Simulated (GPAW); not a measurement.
Write an ASE script for GPAW 26.7.0 that does the following.

```
Task                : dielectric tensor
Functional          : GLLB-SC
Potentials or basis : the program's PAW data sets (release 1.2.1) made for this functional
Cutoff              : 550 eV
Basis               : pw
k mesh              : 8 × 8 × 8
Occupations         : fermi-dirac, width 0.001 eV
Spin                : no spin polarisation
Response ecut       : 80 eV
Maxiter             : 150
Response k mesh     : 26 × 26 × 26
Response bands      : 24
Kernels             : ["RPA"]
Coarser k mesh      : 26 × 26 × 26
```

AlN:

```
Al N
1.0
     0.00000    2.18399    2.18399
     2.18399    0.00000    2.18399
     2.18399    2.18399    0.00000
Al N
1 1
Direct
  0.00000 0.00000 0.00000
  0.25000 0.25000 0.25000
```

Measurements of this composition are mostly on another form, of space group No. 186.

The input as run:

run.py

```python
import numpy as np
from ase import Atoms
from ase.dft.bandgap import bandgap
from ase.io import write
from gpaw import GPAW, PW
from gpaw.response.df import DielectricFunction

atoms = Atoms(['Al', 'N'],
              cell=[[0.0, 2.1839935596, 2.1839935596],
                    [2.1839935596, 0.0, 2.1839935596],
                    [2.1839935596, 2.1839935596, 0.0]],
              scaled_positions=[[0.0, 0.0, 0.0],
                                [0.25, 0.25, 0.25]],
              pbc=True)

calc = GPAW(mode=PW(550),
            xc='GLLBSC',
            kpts={'size': (8, 8, 8), 'gamma': True},
            occupations={'name': 'fermi-dirac', 'width': 0.001},
            nbands=11,
            convergence={'density': 1e-06},
            maxiter=150,
            txt='gpaw.txt')
atoms.calc = calc
energy = atoms.get_potential_energy()
calc.write('gs.gpw')
write('result.traj', atoms)
print('Fermi level:', round(calc.get_fermi_level(), 4), 'eV')
print(f'Gap: {bandgap(calc)[0]:.4f} eV, direct: {bandgap(calc, direct=True)[0]:.4f} eV')

for size in [(26, 26, 26)]:
    name = 'x'.join(str(n) for n in size)
    dense = calc.fixed_density(kpts={'size': size, 'gamma': True},
                               nbands=30, convergence={'bands': 24, 'eigenstates': 1e-7},
                               update_fermi_level=True, txt=f'dense-{name}.txt')
    dense.write(f'{name}.gpw', mode='all')
    df = DielectricFunction(f'{name}.gpw', frequencies=np.array([0.0]), hilbert=False, eta=0.001,
                            ecut=80, nbands=24, intraband=False, txt=f'df-{name}.txt')
    for xc in ['RPA']:
        for direction in ['x', 'y', 'z', [0, 1, 1], [1, 0, 1], [1, 1, 0]]:
            e0, e = df.get_macroscopic_dielectric_constant(xc=xc, direction=direction)
            print(f'{name} {xc} {direction}: {e0:.4f} without, {e:.4f} with local fields')
```

Potentials or basis: the program's PAW data sets (release 1.2.1) made for this functional, pw.

Launch:

```sh
$ OMP_NUM_THREADS=1 python run.py
```

Results of the run:

The band gap on the k mesh, Kohn-Sham part alone is 4.20 eV, indirect (least direct gap 4.60 eV) and the electronic dielectric tensor (diagonal) is 3.79.

Caveat: a model potential gives levels but no total energy; the long-wavelength limit can be off by a per cent or two; response on these states lacks terms of the Hamiltonian.

It took 4.2 min on 1 thread of Arm Neoverse V1 (shared host), peak memory 0.47 GiB.
